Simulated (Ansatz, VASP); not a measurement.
# One calculation of NaI, two programs

Contents of INCAR:

```
PREC = Accurate
ENCUT = 600
EDIFF = 1E-7
ISMEAR = 0
SIGMA = 0.02
LREAL = False
LASPH = True
NELM = 100
ALGO = Normal
ISIF = 3
LWAVE = False
LCHARG = False
GGA = PS
IBRION = 2
NSW = 100
EDIFFG = -0.005
```

The input KPOINTS:

```
Automatic mesh
0
Gamma
  6 6 6
```

Contents of POSCAR:

```
NaI
1.0
    0.0000000000      3.2364000000      3.2364000000
    3.2364000000      0.0000000000      3.2364000000
    3.2364000000      3.2364000000      0.0000000000
Na I
1 1
Direct
    0.0000000000      0.0000000000      0.0000000000
    0.5000000000      0.5000000000      0.5000000000
```

Input for Ansatz:

```yaml
crystal:
  lattice:
    - [0.0, 3.2364, 3.2364]
    - [3.2364, 0.0, 3.2364]
    - [3.2364, 3.2364, 0.0]
  atoms:
    - { symbol: Na, position: [0.0, 0.0, 0.0] }
    - { symbol: I, position: [0.5, 0.5, 0.5] }
basis:
  ecutwfc: 420
kpoints:
  mp_grid: { grid: [6, 6, 6] }
hamiltonian:
  xc: pbesol
scf:
  occupations: { method: gaussian, width: 0.02 }
output:
  forces: true
  stress: true
  eigenvalues: true
relax:
  adjacent_minimum: "off"
  f_tol: 0.005
  max_steps: 80
  cell: { stress_tol: 0.05 }
```

Alike in both runs: task relaxation of cell and atoms; functional PBEsol; k mesh 6 × 6 × 6; occupations gaussian, width 0.02 eV; no spin polarisation.

|  | VASP | Ansatz |
| --- | --- | --- |
| version | VASP 6.6.1 | Ansatz 0.2.0 |
| potentials or method | VASP PAW PBE potentials, release 64 (Na_pv, I) | scalar-relativistic, plane waves, PAW |
| plane-wave cutoff (eV) | 600 | 420 |
| valence electrons in the cell | 14 | 26 |

```tsv
	VASP	Ansatz	Ansatz less VASP
gap on the k mesh at the Fermi level, each at its own relaxed structure (eV)	3.59	3.60	+0.009
relaxed volume (Å³/atom)	32.84	32.78	-0.060
relaxed cell length with the largest relative difference (Å)	4.529	4.526	-0.0028
energy change over the relaxation (meV/atom)	-2	-2	-0.2
```

The two sets of potentials don't hold the same shells in valence.

Caveats: the PAW data sets were made with another functional, which shifts forces and pressure a little (VASP); spin-orbit coupling is left out, which moves the levels of the heavy elements. PBEsol gaps usually lie below the measured ones, often by a third to a half.
